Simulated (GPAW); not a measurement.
Records of electronic-structure calculations.

```xyz
2
Lattice="0.000 2.320 2.320 2.320 0.000 2.320 2.320 2.320 0.000" Properties=species:S:1:pos:R:3 pbc="T T T" subject="NaF (Villiaumite): G0W0 with GPAW, start to end" method="DFT, PBE, plane waves, PAW (and 1 further level or step)" program="GPAW 26.7.0" settings_of_one_run="cutoff 600 eV, GPAW PAW setups 1.2.1 data release, 6×6×6 k-mesh, nbands 89" cost="4 runs, 47 s in all on 4 MPI ranks of Arm Neoverse V1, shared host (the runs of this entry)" notes="The cell and positions come from the Crystallography Open Database and are kept as given unless a step says otherwise. Bands and cutoff are finite, so the gap is not at the basis limit. The miss can reach some tenths of an eV and take either sign; the mesh is an error of its own." pbe_gap="6.31 eV, direct" g0w0_gap_on_the_mesh="10.37 eV" gw_settings="6×6×6 mesh, 79 bands, screening to 125 eV, Godby-Needs plasmon pole" known_limits="not at the basis limit"
Na    0.000    0.000    0.000
F     2.320    2.320    2.320
```

[Paths, hosts, dates, memory and timing lines, banners, echoed tables and standing remarks are left out of the program output.]

[Logs are printed without paths, hosts, clocks, repeated set-up lines and the standing remarks that a program may print on its own settings, such as how far it seeks lower states.]

[Runs of the session that timed out or met a known fault of the program may be left out.]

[Hosts, paths, dates, database ids (printed as entryN), source tags and the programs' standing remarks are cut or masked in the printed files.]
